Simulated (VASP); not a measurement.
Input of a VASP 6.6.1 run:

INCAR

```
SYSTEM = SiO
ALGO = Normal
EDIFF = 1E-7
EDIFFG = -0.01
ENCUT = 600
IBRION = 2
ISIF = 3
ISMEAR = 0
LASPH = .True.
LCHARG = .False.
LMIXTAU = .True.
LREAL = .False.
LWAVE = .False.
METAGGA = SCAN
NELM = 80
NSW = 40
PREC = Accurate
SIGMA = 0.05
```

The input KPOINTS:

```
k-points
0
Gamma
  9 9 9
  0 0 0
```

POSCAR

```
SiO
1.0
    2.8069700000      0.0000000000      0.0000000000
    0.0000000000      2.8069700000      0.0000000000
    0.0000000000      0.0000000000      2.8069700000
Si O
1 1
Direct
    0.0000000000      0.0000000000      0.0000000000
    0.5000000000      0.5000000000      0.5000000000
```

Potentials or basis: VASP PAW PBE potentials, release 64 (Si, O).

Launch:

```bash
$ cat potpaw_PBE.64/Si/POTCAR potpaw_PBE.64/O/POTCAR > POTCAR
$ mpirun -np 1 vasp_std > vasp.out
```

Predict the space group after relaxing (to 0.05 Å).

Pm-3m (No. 221).

Estimate the band gap on the k mesh.

none (metal or under the smearing width).

Predict the relaxed cell.

a = 2.775 Å, b = 2.775 Å, c = 2.775 Å, α = 90.00°, β = 90.00°, γ = 90.00°.

Step by step:
```
step  energy change (eV)  largest force (eV/Å)  pressure (GPa)  volume (Å³)
   1              0.0000                0.0000           -4.66        22.12
   2             -0.0096                0.0000            1.88        21.10
   3             -0.0112                0.0000            0.05        21.37
```

Caveat: the PAW data sets were made with another functional, which shifts forces and pressure a little.
